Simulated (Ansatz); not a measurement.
# BeTe: band gap under strain

How does strain move the band edges of BeTe built on the zincblende prototype, and do the functionals agree on it? States: no strain; -1.0 % biaxial strain in x and y, free along z; +2.0 % shear in the xy plane.

Code: Ansatz 0.2.0. PAW datasets, plane waves. Calculated at 0 K for a non-magnetic cell.

## 1. The system as given

The unstrained cell was relaxed with r2SCAN; in each strained cell the atoms were relaxed again with r2SCAN. Names of k-points are those of the unstrained zone, where strain can split equivalent points. First state: no strain.

Space group F-43m (No. 216), cubic; a = 5.657 Å in the conventional setting, 22.63 Å³ an atom. Near Be stand 4 Te at 2.45 Å; near Te stand 4 Be at 2.45 Å.

The structure in full:

```
Be Te
1.0
     0.00000    2.82862    2.82862
     2.82862    0.00000    2.82862
     2.82862    2.82862    0.00000
Be Te
1 1
Cartesian
  0.0000 0.0000 0.0000
  1.4143 1.4143 1.4143
```

## 2. No strain: PBE

Input file input.yaml:

```yaml
crystal:
  lattice:
    - [0.0, 2.8286236274, 2.8286236274]
    - [2.8286236274, 0.0, 2.8286236274]
    - [2.8286236274, 2.8286236274, 0.0]
  atoms:
    - { symbol: Be, position: [0.0, 0.0, 0.0] }
    - { symbol: Te, position: [0.25, 0.25, 0.25] }
kpoints:
  mp_grid: { grid: [8, 8, 8] }
  band_path:
    path:
      - [0.0, 0.0, 0.0]
      - [-0.5, -0.5, 0.0]
      - [-0.375, -0.375, 0.25]
      - [-0.375, 0.0, 0.375]
      - [0.0, 0.0, 0.5]
      - [-0.5, -0.25, 0.25]
    npoints: 1
hamiltonian:
  xc: pbe
scf:
  occupations: { method: fermi_dirac, width: 0.02 }
  n_extra_bands: 4
output:
  forces: true
  stress: true
  eigenvalues: true
```

Further steps of the session: No strain: r2SCAN; No strain: HSE06; No strain: G0W0@PBE; -1.0 % biaxial strain in x and y, free along z: PBE; -1.0 % biaxial strain in x and y, free along z: r2SCAN; -1.0 % biaxial strain in x and y, free along z: HSE06; -1.0 % biaxial strain in x and y, free along z: G0W0@PBE; +2.0 % shear in the xy plane: PBE; +2.0 % shear in the xy plane: r2SCAN; +2.0 % shear in the xy plane: HSE06; +2.0 % shear in the xy plane: G0W0@PBE.

Before running it: what results should come out?

**Answer**, as computed:

Least gap in eV (negative: overlap), with the change from the unstrained cell in brackets. G0W0 is on its own coarse mesh.

| state | volume change (%) | PBE | r2SCAN | HSE06 | G0W0 |
| --- | --- | --- | --- | --- | --- |
| no strain | +0.0 | 2.02 | 2.38 | 2.69 | 2.83 |
| -1.0 % biaxial strain in x and y, free along z | -1.2 | 1.92 (-0.10) | 2.27 (-0.11) | 2.59 (-0.10) | 2.73 (-0.10) |
| +2.0 % shear in the xy plane | -0.0 | 1.92 (-0.10) | 2.27 (-0.11) | 2.59 (-0.10) | 2.73 (-0.10) |

What this shows: With HSE06, of the states in the table -1.0 % biaxial strain in x and y, free along z shifts the gap most, by -0.107 eV. PBE and HSE06 differ by 0.67 eV on the unstrained gap, and by at most 0.00 eV on its change: the two disagree on the size of the gap but agree on its response to strain. Spin-orbit coupling is left out of the table, though the cell holds Te (Z = 52); in an element this heavy it can shift bands and gaps by tenths of an eV. G0W0 values are finite-basis, finite-mesh values.
